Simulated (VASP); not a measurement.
# PbS (Galena): relaxation of the atoms with PBE+D3(BJ)

PbS (Galena):

```
Pb S
1.0
     0.00000    2.92697    2.92697
     2.92697    0.00000    2.92697
     2.92697    2.92697    0.00000
Pb S
1 1
Direct
  0.00000 0.00000 0.00000
  0.50000 0.50000 0.50000
```

The cell isn't the ideal one: a relaxed cell with its volume scaled by 0.96.

- Program: VASP 6.6.1
- Task: relaxation of the atoms
- Functional: PBE
- Dispersion: D3(BJ)
- Potentials or basis: VASP PAW PBE potentials, release 64 (Pb_d, S)
- Cutoff: 600 eV
- k mesh: 8 × 8 × 8
- Occupations: gaussian, width 0.03 eV
- Spin: no spin polarisation
- Further INCAR settings: ALGO = Normal; EDIFF = 1e-07; IBRION = 2; EDIFFG = -0.01; NSW = 40

* Pressure after relaxing: 2.5 GPa
* Band gap on the k mesh: 0.21 eV, direct
* Dispersion energy per atom: -0.361 eV

Final structure:
```xyz
2
Lattice="0.0000 2.9270 2.9270 2.9270 0.0000 2.9270 2.9270 2.9270 0.0000" Properties=species:S:1:pos:R:3 pbc="T T T"
Pb    0.0000    0.0000    0.0000
S     2.9270    2.9270    2.9270
```

Levels at points of the mesh, in eV from the valence-band top:
| k point | band 8 | band 9 | band 10 | band 11 | band 12 | band 13 |
| --- | --- | --- | --- | --- | --- | --- |
| (0.00, 0.00, 0.00) | -2.43 | -2.43 | -2.43 | 5.28 | 5.28 | 5.28 |
| (0.50, 0.00, 0.00) | -2.00 | -2.00 | 0.00 | 0.21 | 1.82 | 1.82 |
| (0.50, 0.50, 0.00) | -5.60 | -3.76 | -3.76 | 3.63 | 5.66 | 5.79 |

Wall time 12 s on 1 thread of Intel(R) Xeon(R) 6975P-C (Granite Rapids), on a shared host, peak memory 0.22 GiB.

Caveat: the relaxation stopped at its first step, so nothing moved; spin-orbit coupling is left out, which as a rule narrows the gap of such compounds by several tenths of an eV. A k mesh can miss the band edges.
